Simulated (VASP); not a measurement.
# Ca (Fm-3m) in VASP: single point with HSE06

Aim: the single point of Ca with HSE06.

All numbers are computed with VASP 6.6.1; they aren't measurements. Logs are shortened: lines on timing, memory, paths and dates and some standing lists are left out, and cuts for length are marked.

## (1) The structure

Symmetry: Fm-3m, No. 225, cubic system. The conventional cell has a = 5.458 Å, b = 5.458 Å, c = 5.458 Å, α = 90.00°, β = 90.00°, γ = 90.00°. Ca (site symmetry m-3m) has 12 Ca at 3.86 Å as nearest neighbours.

## (2) Single point, HSE06

Contents of POSCAR:

```
Ca
1.0
    0.0000000000      2.7290300000      2.7290300000
    2.7290300000      0.0000000000      2.7290300000
    2.7290300000      2.7290300000      0.0000000000
Ca
1
Direct
    1.0000000000      0.0000000000      0.0000000000
```

Contents of INCAR.step1:

```
ALGO = Normal ; EDIFF = 1E-5
ENCUT = 520 ; GGA = PE
ISIF = 2 ; ISMEAR = 0
LASPH = True ; LCHARG = False
LREAL = False ; LWAVE = True
NELM = 60 ; PREC = Accurate
SIGMA = 0.1
```

Contents of INCAR.step2:

```
ALGO = Normal ; EDIFF = 1E-7
ENCUT = 520 ; GGA = PE
HFSCREEN = 0.2 ; ISIF = 2
ISMEAR = 0 ; ISTART = 1
LASPH = True ; LCHARG = False
LHFCALC = True ; LREAL = False
LWAVE = False ; NELM = 60
PREC = Accurate ; PRECFOCK = Fast
SIGMA = 0.1
```

Contents of KPOINTS:

```
k-points
0
Gamma
  6 6 6
```

Potentials or basis: VASP PAW PBE potentials, release 64 (Ca_sv).

Launch:

```sh
> cat potpaw_PBE.64/Ca_sv/POTCAR > POTCAR
> cp INCAR.step1 INCAR
> mpirun -np 1 vasp_std > vasp.out
> cp INCAR.step2 INCAR
> mpirun -np 1 vasp_std > vasp.out
```

OUTCAR:

```text
EDIFF = 1E-7
   ENCUT = 520
   GGA = PE
   HFSCREEN = 0.2
   ISIF = 2
   ISMEAR = 0
   ISTART = 1
   LASPH = True
   LHFCALC = True
   LREAL = False
   NELM = 60
   PREC = Accurate
   PRECFOCK = Fast

 ion  position               nearest neighbor table
   1  0.000  0.000  0.000-

  LATTYP: Found a face centered cubic cell.
 ALAT       =     5.4580600000

  Lattice vectors:

 A1 = (   0.0000000000,   2.7290300000,   2.7290300000)
 A2 = (   2.7290300000,   0.0000000000,   2.7290300000)
 A3 = (   2.7290300000,   2.7290300000,   0.0000000000)

Analysis of symmetry for initial positions (statically):
=====================================================================
 Subroutine PRICEL returns:
 Original cell was already a primitive cell.

 Routine SETGRP: Setting up the symmetry group for a
 face centered cubic supercell.

 Subroutine GETGRP returns: Found 48 space group operations
 (whereof 48 operations were pure point group operations)
 out of a pool of 48 trial point group operations.

The static configuration has the point symmetry O_h .

Analysis of symmetry for dynamics (positions and initial velocities):
=====================================================================
 Subroutine PRICEL returns:
 Original cell was already a primitive cell.

 Routine SETGRP: Setting up the symmetry group for a
 face centered cubic supercell.

 Subroutine GETGRP returns: Found 48 space group operations
 (whereof 48 operations were pure point group operations)
 out of a pool of 48 trial point group operations.

The dynamic configuration has the point symmetry O_h .

 Subroutine INISYM returns: Found 48 space group operations
 (whereof 48 operations are pure point group operations),
 and found     1 'primitive' translations

----------------------------------------------------------------------------------------

                                     Primitive cell

  volume of cell :      40.6495

  direct lattice vectors                    reciprocal lattice vectors
     0.000000000  2.729030000  2.729030000    -0.183215282  0.183215282  0.183215282
     2.729030000  0.000000000  2.729030000     0.183215282 -0.183215282  0.183215282
     2.729030000  2.729030000  0.000000000     0.183215282  0.183215282 -0.183215282

  length of vectors
     3.859431238  3.859431238  3.859431238     0.317338176  0.317338176  0.317338176

  position of ions in fractional coordinates (direct lattice)
     0.000000000  0.000000000  0.000000000

  ion indices of the primitive-cell ions
   primitive index   ion index
                 1           1

----------------------------------------------------------------------------------------

 KPOINTS: k-points

Automatic generation of k-mesh.
 Grid dimensions read from file:
 generate k-points for:    6    6    6

 Generating k-lattice:

  Cartesian coordinates                     Fractional coordinates (reciprocal lattice)
    -0.030535880  0.030535880  0.030535880     0.166666667  0.000000000  0.000000000
     0.030535880 -0.030535880  0.030535880     0.000000000  0.166666667  0.000000000
     0.030535880  0.030535880 -0.030535880     0.000000000  0.000000000  0.166666667

  Length of vectors
     0.052889696  0.052889696  0.052889696

  Shift w.r.t. Gamma in fractional coordinates (k-lattice)
     0.000000000  0.000000000  0.000000000

 Subroutine IBZKPT returns following result:
 ===========================================

 Found     16 irreducible k-points:

 Following reciprocal coordinates:
            Coordinates               Weight
  0.000000  0.000000  0.000000      1.000000
  0.166667  0.000000  0.000000      8.000000
  0.333333  0.000000  0.000000      8.000000
  0.500000  0.000000  0.000000      4.000000
  0.166667  0.166667  0.000000      6.000000
  0.333333  0.166667  0.000000     24.000000
[... 8 lines left out ...]
 -0.333333  0.333333  0.166667     24.000000
 -0.333333  0.500000  0.166667     12.000000
   k-points           NKPTS =     16   k-points in BZ     NKDIM =    216   number of bands    NBANDS=      9
   number of dos      NEDOS =    301   number of ions     NIONS =      1
   total plane-waves  NPLWV =  27000
   dimension x,y,z NGX =    30 NGY =   30 NGZ =   30
   dimension x,y,z NGXF=    60 NGYF=   60 NGZF=   60
   ions per type =               1
   NGX,Y,Z   is equivalent  to a cutoff of  12.92, 12.92, 12.92 a.u.
   NGXF,Y,Z  is equivalent  to a cutoff of  25.85, 25.85, 25.85 a.u.
 SYSTEM =  unknown system
   PREC   = accura    normal or accurate (medium, high low for compatibility)
   ISTART =      1    job   : 0-new  1-cont  2-samecut
   ICHARG =      0    charge: 1-file 2-atom 10-const
   ISPIN  =      1    spin polarized calculation?
   LNONCOLLINEAR =      F non collinear calculations
   LSORBIT =      F    spin-orbit coupling
   LASPH  =      T    aspherical Exc in radial PAW
   ENCUT  =  520.0 eV  38.22 Ry    6.18 a.u.   7.18  7.18  7.18*2*pi/ulx,y,z
   NELM   =     60;   NELMIN=  2; NELMDL=  0     # of ELM steps
   EDIFF  = 0.1E-06   stopping-criterion for ELM
   LREAL  =      F    real-space projection
   EDIFFG = 0.1E-05   stopping-criterion for IOM
   NSW    =      0    number of steps for IOM
   IBRION =     -1    ionic relax: 0-MD 1-quasi-New 2-CG
   NFREE  =      0    steps in history (QN), initial steepest desc. (CG)
   ISIF   =      2    stress and relaxation
   ISYM   =      3    0-nonsym 1-usesym 2-fastsym
   POTIM  = 0.5000    time-step for ionic-motion
   TEBEG  =    0.0;   TEEND  =   0.0 temperature during run
   PSTRESS=    0.0 pullay stress
   NELECT =      10.0000    total number of electrons
   NUPDOWN=      -1.0000    fix difference up-down
   EMIN   =  10.00;   EMAX   =-10.00  energy-range for DOS
   EFERMI =   0.00;   METHOD = LEGACY
   ISMEAR =     0;   SIGMA  =   0.10  broadening in eV -4-tet -1-fermi 0-gaus
   EFERMI_NEDOS =   21; number of points for ismear=-14 and -15
   IALGO  =     38    algorithm
   IMIX   =      1    mixing-type and parameters
     AMIX     =   0.40;   BMIX     =  1.00
     AMIX_MAG =   1.60;   BMIX_MAG =  1.00
  volume/ion in A,a.u.               =      40.65       274.32
  Fermi-wavevector in a.u.,A,eV,Ry     =   1.025785  1.938453 14.316536  1.052236
  Thomas-Fermi vector in A             =   2.159644
   LORBIT       =      0    0 simple, 1 ext, 2 COOP (PROOUT), +10 PAW based schemes
   GGA     = PE    functional components
   LHFCALC =     T    Hartree Fock is set to
   PRECFOCK=fast      Normal, Fast or Accurate (Low or Medium for compatibility)
   ENCUT4O =  -1.0   cutoff for four orbital integrals eV
   NKREDX  =     1    reduce k-point grid by
   NKREDY  =     1    reduce k-point grid by
   NKREDZ  =     1    reduce k-point grid by
   AEXX    =    0.2500 exact exchange contribution
   HFSCREEN=    0.2000 screening length (either q_TF or 0.3 A-1)
   HFSCREENC=   0.2000 screening length for correlation (either q_TF or 0.3 A-1)
   ENCUTFOCK=  -1.0 apply spherical cutoff to Coloumb kernel
   IVDW    =     0    specifies the selected vdW correction
   LEPSILON=     F    determine dielectric tensor
   LRPA    =     F    only Hartree local field effects (RPA)
 non-spin polarized calculation
 Gauss-broadening in eV      SIGMA  =   0.10
  energy-cutoff  :      520.00
  volume of cell :       40.65
 maximum number of plane-waves:      1113
 NGX is ok and might be reduce to    30
  NGX = 18; NGY = 18; NGZ = 18

 number of electron      10.0000002 magnetization

 Free energy of the ion-electron system (eV)
  ---------------------------------------------------
  ext. energy  EPLUGINS =         0.00000000
  ---------------------------------------------------
  free energy    TOTEN  =        -1.79574264 eV

  energy without entropy =       -1.79141133  energy(sigma->0) =       -1.79357698

 E-fermi :   2.2598     XC(G=0):  -6.5895

 val. band max:        2.2082834492   @ k =  -0.3333   0.5000   0.1667
 cond. band min:       2.4469695472   @ k =   0.5000   0.1667   0.0000
 fundamental gap:      0.2386860981
 Fermi energy:         2.2597983435

 k-point     1 :       0.0000    0.0000    0.0000
  band No.  band energies     occupation
      1     -43.4383      2.00000
      2     -22.8548      2.00000
      3     -22.8548      2.00000
      4     -22.8548      2.00000
      5      -2.7690      2.00000
      6       5.4763      0.00000
      7       5.4763      0.00000
      8       5.4763      0.00000
      9       6.7393      0.00000

 k-point     2 :       0.1667    0.0000    0.0000
  band No.  band energies     occupation
      1     -43.4340      2.00000
      2     -22.8981      2.00000
      3     -22.8604      2.00000
      4     -22.8604      2.00000
      5      -2.2045      2.00000
      6       4.8553      0.00000
      7       5.6216      0.00000
      8       5.6216      0.00000
      9       6.6137      0.00000

 k-point     3 :       0.3333    0.0000    0.0000
  band No.  band energies     occupation
      1     -43.4256      2.00000
      2     -22.9826      2.00000
      3     -22.8714      2.00000
      4     -22.8714      2.00000
      5      -0.6459      2.00000
      6       3.4809      0.00000
      7       5.4670      0.00000
      8       5.4670      0.00000
      9       7.0658      0.00000

 k-point     4 :       0.5000    0.0000    0.0000
  band No.  band energies     occupation
      1     -43.4213      2.00000
      2     -23.0237      2.00000
      3     -22.8770      2.00000
      4     -22.8770      2.00000
      5       1.2151      2.00000
      6       1.8017      2.00000
      7       5.2862      0.00000
      8       5.2862      0.00000
      9       7.5739      0.00000
[... 109 lines left out ...]
 k-point    14 :       0.5000    0.3333    0.1667
  band No.  band energies     occupation
      1     -43.4201      2.00000
      2     -22.9793      2.00000
      3     -22.9205      2.00000
      4     -22.8912      2.00000
      5       0.5636      2.00000
      6       3.5718      0.00000
      7       4.0636      0.00000
      8       6.0473      0.00000
      9       6.8096      0.00000

 k-point    15 :      -0.3333    0.3333    0.1667
  band No.  band energies     occupation
      1     -43.4174      2.00000
      2     -22.9832      2.00000
      3     -22.9402      2.00000
      4     -22.9007      2.00000
      5       2.1463      1.89143
      6       2.5171      0.00027
      7       3.8344      0.00000
      8       5.7929      0.00000
      9       7.2910      0.00000

 k-point    16 :      -0.3333    0.5000    0.1667
  band No.  band energies     occupation
      1     -43.4161      2.00000
      2     -22.9845      2.00000
      3     -22.9375      2.00000
      4     -22.9165      2.00000
      5       2.2083      1.53371
      6       3.2341      0.00000
      7       3.2713      0.00000
      8       5.9329      0.00000
      9       7.8153      0.00000

------------------------ aborting loop because EDIFF is reached ----------------------------------------

  FORCE on cell =-STRESS in cart. coord.  units (eV):
  Direction    XX          YY          ZZ          XY          YZ          ZX
  --------------------------------------------------------------------------------------
  -------------------------------------------------------------------------------------
  Total        0.2898440      0.2898440      0.2898440      0.0000000      0.0000000     -0.0000000
  in kB       11.4240484     11.4240484     11.4240484      0.0000000      0.0000000     -0.0000000
  external PRESSURE =      11.4240484 kB  Pullay stress =       0.0000000 kB

 VOLUME and BASIS-vectors are now :
 -----------------------------------------------------------------------------
  energy-cutoff  :      520.00
  volume of cell :       40.65
      direct lattice vectors                 reciprocal lattice vectors
     0.000000000  2.729030000  2.729030000    -0.183215282  0.183215282  0.183215282
     2.729030000  0.000000000  2.729030000     0.183215282 -0.183215282  0.183215282
     2.729030000  2.729030000  0.000000000     0.183215282  0.183215282 -0.183215282

 POSITION                                       TOTAL-FORCE (eV/Angst)
 -----------------------------------------------------------------------------------
      0.00000      0.00000      0.00000         0.000000      0.000000     -0.000000
 -----------------------------------------------------------------------------------
    total drift:                                0.000000      0.000000      0.000000

  FREE ENERGIE OF THE ION-ELECTRON SYSTEM (eV)
  ---------------------------------------------------
  free  energy   TOTEN  =        -1.7957426403 eV

  energy  without entropy=       -1.7914113278  energy(sigma->0) =       -1.79357698
```

Wall time 11 min (1 thread of Intel Xeon Platinum 8375C at 2.90GHz (Ice Lake), shared host); peak memory 0.27 GiB.

What came out:

```yaml
Free_energy: -1.7957 eV
Pressure: 1.1 GPa
Band_gap_on_the_k_mesh: none (metal or under the smearing width)
```

Caveat: the PAW data sets were made with another functional, which shifts forces and pressure a little.
